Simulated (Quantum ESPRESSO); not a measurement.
# Au in Quantum ESPRESSO: the effect of dispersion

Au:

```xyz
1
Lattice="-1.6573 1.6573 1.6573 1.6573 -1.6573 1.6573 1.6573 1.6573 -1.6573" Properties=species:S:1:pos:R:3 pbc="T T T"
Au    0.0000    0.0000    0.0000
```

This isn't the form of Au at room conditions, which is fcc.

Alike in all runs:

- Program: Quantum ESPRESSO 7.5
- Task: phonons
- Potentials or basis: GBRV 1.5 PBE
- Cutoff: 612 eV
- Density cutoff: 4898 eV
- k mesh: 11 × 11 × 11
- Occupations: cold, width 0.2 eV
- Spin: no spin polarisation

Each run relaxes the cell or the atoms first.

Problem. One run gave: relaxed volume 18.54 Å³/atom; highest phonon frequency 78 cm⁻¹. Which dispersion did it use?
A. rev-vdW-DF2
B. rVV10
C. D2
D. none

Solution. B.

| dispersion | functional | relaxed volume (Å³/atom) | highest phonon frequency (cm⁻¹) |
| --- | --- | --- | --- |
| none | PBE | 18.03 | 79 |
| D2 | PBE | 16.78 | 78 |
| rVV10 | rPW86PBE | 18.54 | 78 |
| rev-vdW-DF2 | rev-vdW-DF2 | 17.63 | 87 |

Caveats: the q point doesn't lie on the k mesh, which can shift a metal's frequencies strongly unless the mesh is converged; pairwise dispersion overbinds metals, which lowers pressure and volume (some runs); the potentials were made for another functional, which shifts forces and pressure (some runs).
